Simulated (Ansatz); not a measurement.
# In9P10: the cost of one run

Computed with Ansatz 0.2.0 (DFT PBEsol, scalar-relativistic, plane waves, PAW, unless a step's input says otherwise).

The COD entry's cell or inner coordinates are ideal or old and differ from later refinements, so a difference from it is no clean test against experiment.

5 further runs of the same task are left out: 1 that didn't finish, 4 set aside as unsound or not needed.

**1. The structure to begin with**

The structure is cubic, space group F-43m (No. 216). The conventional cell has a = 5.878 Å, b = 5.878 Å, c = 5.878 Å, α = 90.00°, β = 90.00°, γ = 90.00°. Around In (site symmetry -43m) lie 4 P at 2.55 Å. P (site symmetry -43m) is surrounded by 4 In at 2.55 Å.

As a file:

```cif
data_structure
_symmetry_space_group_name_H-M 'P 1'
_symmetry_Int_Tables_number 1
_cell_length_a 4.1565
_cell_length_b 4.1565
_cell_length_c 4.1565
_cell_angle_alpha 60.000
_cell_angle_beta 60.000
_cell_angle_gamma 60.000
_cell_volume 50.78
loop_
_atom_site_label
_atom_site_type_symbol
_atom_site_fract_x
_atom_site_fract_y
_atom_site_fract_z
_atom_site_occupancy
In1 In 0.00000 0.00000 0.00000 1
P1 P 0.75000 0.75000 0.75000 1
```

It is the result of an earlier relaxation at this level (volume 25.39 Å³/atom; gap on the mesh: 0.57 eV).

The bulk reference comes from a run made before at the same settings: -3132.9335 eV/atom.

**2. The (210) slab**

Planes are indexed in the bulk's conventional cell (F-43m (No. 216)), a = 5.878 Å, b = 5.878 Å, c = 5.878 Å, α = 90.00°, β = 90.00°, γ = 90.00°.

The slab is a (210) slab, 11.8 Å thick as cut, with 15 Å of vacuum; its outer planes are P (top) and P (bottom).

The slab as cut. Layers, bottom to top:

```
plane  atoms per cell  height over the lowest (Å)
    1               P                        0.00
    2              In                        0.66
    3               P                        1.31
    4              In                        1.97
    5               P                        2.63
    6              In                        3.29
    7               P                        3.94
    8              In                        4.60
    9               P                        5.26
   10              In                        5.91
   11               P                        6.57
   12              In                        7.23
   13               P                        7.89
   14              In                        8.54
   15               P                        9.20
   16              In                        9.86
   17               P                       10.52
   18              In                       11.17
   19               P                       11.83
```

**3. The slab as cut, atoms at the bulk's places**

A dipole layer in the vacuum cancels the field that periodic copies would set up if the slab's two faces differ.

input.yaml reads:

```yaml
crystal:
  lattice:
    - [5.8781820746, 0.0, 0.0]
    - [-2.9390910373, 6.5720073515, 0.0]
    - [0.0, 0.0, 26.8296132326]
  atoms:
    - { symbol: P, position: [0.1, 0.7, 0.2795418605] }
    - { symbol: In, position: [0.7, 0.4, 0.3040372093] }
    - { symbol: P, position: [0.8, 0.1, 0.3285325582] }
    - { symbol: In, position: [0.4, 0.8, 0.353027907] }
    - { symbol: P, position: [0.5, 0.5, 0.3775232558] }
    - { symbol: In, position: [0.1, 0.2, 0.4020186047] }
    - { symbol: P, position: [0.2, 0.9, 0.4265139535] }
    - { symbol: In, position: [0.8, 0.6, 0.4510093023] }
    - { symbol: P, position: [0.9, 0.3, 0.4755046512] }
    - { symbol: In, position: [0.5, 0.0, 0.5] }
    - { symbol: P, position: [0.6, 0.7, 0.5244953488] }
    - { symbol: In, position: [0.2, 0.4, 0.5489906977] }
    - { symbol: P, position: [0.3, 0.1, 0.5734860465] }
    - { symbol: In, position: [0.9, 0.8, 0.5979813953] }
    - { symbol: P, position: [0.0, 0.5, 0.6224767442] }
    - { symbol: In, position: [0.6, 0.2, 0.646972093] }
    - { symbol: P, position: [0.7, 0.9, 0.6714674418] }
    - { symbol: In, position: [0.3, 0.6, 0.6959627907] }
    - { symbol: P, position: [0.4, 0.3, 0.7204581395] }
basis:
  ecutwfc: 420
kpoints:
  mp_grid: { grid: [7, 6, 1] }
hamiltonian:
  xc: pbesol
scf:
  occupations: { method: gaussian, width: 0.05 }
output:
  forces: true
  stress: true
  eigenvalues: true
efield:
  axis: 3
  dipole_correction: true
  ramp_width: 0.04
```

Started as:

```
> ansatz run input.yaml --threads 2 --pin off --max-ram 5120MiB --backend cpu --events-out ev --progress --plain --runs-dir out
```

What time and memory should one allow on 2 threads of Intel Xeon Platinum 8259CL at 2.50GHz (Skylake/Cascade Lake), shared host?

About 3.4 min, with a peak of 2.5 GiB.
